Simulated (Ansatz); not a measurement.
Relaxed LiI (rock salt):

```
CELL_PARAMETERS angstrom
      0.00000     2.95164     2.95164
      2.95164     0.00000     2.95164
      2.95164     2.95164     0.00000
ATOMIC_POSITIONS crystal
  I  0.00000 0.00000 0.00000
  Li 0.50000 0.50000 0.50000
```

In each cell atom 2 (Li, nearest neighbour I at 2.952 Å; its periodic images, 4.2 Å or more away, move with it) moves by s·(0.000, 0.000, 1.000) (towards the nearest neighbour), the rest being held.

The numbers are results of PBEsol (plane waves to 420 eV, PAW, scalar-relativistic; Ansatz, a quantum-chemistry and plane-wave program), not measurements. k mesh 8×8×8 (Γ-centred), Fermi-Dirac smearing 0.05 eV. Energies are smeared free energies. LiI was relaxed with its symmetry unable to fall. Spin-orbit coupling is left out, though I is heavy. ΔE is measured from the undisplaced structure.

| s (Å) | ΔE (meV/cell) |
|---|---|
| -0.300 | 36.1 |
| -0.240 | withheld |
| -0.180 | 10.9 |
| -0.120 | 4.6 |
| -0.060 | 1.1 |
| 0.000 | 0.0 |
| 0.060 | 1.1 |
| 0.120 | 4.6 |
| 0.180 | 10.9 |
| 0.240 | withheld |
| 0.300 | 36.1 |

Fit an even polynomial form (powers 2, 4) to the given rows and predict ΔE at s = 0.240.

Least squares on the 9 given rows: ΔE = (301.0)·s² + (1112)·s⁴, in meV/cell with s in Å; root-mean-square residual 0.02 meV/cell. At 0.240 the fit gives 21.0 meV/cell; the calculation gives 21.0 meV/cell, the same to the digits shown. The quadratic term alone would give 17.3 meV/cell.

(A displaced cell: forces are minus the slopes of the energy, force constants its curvatures, and phonons follow from these.)
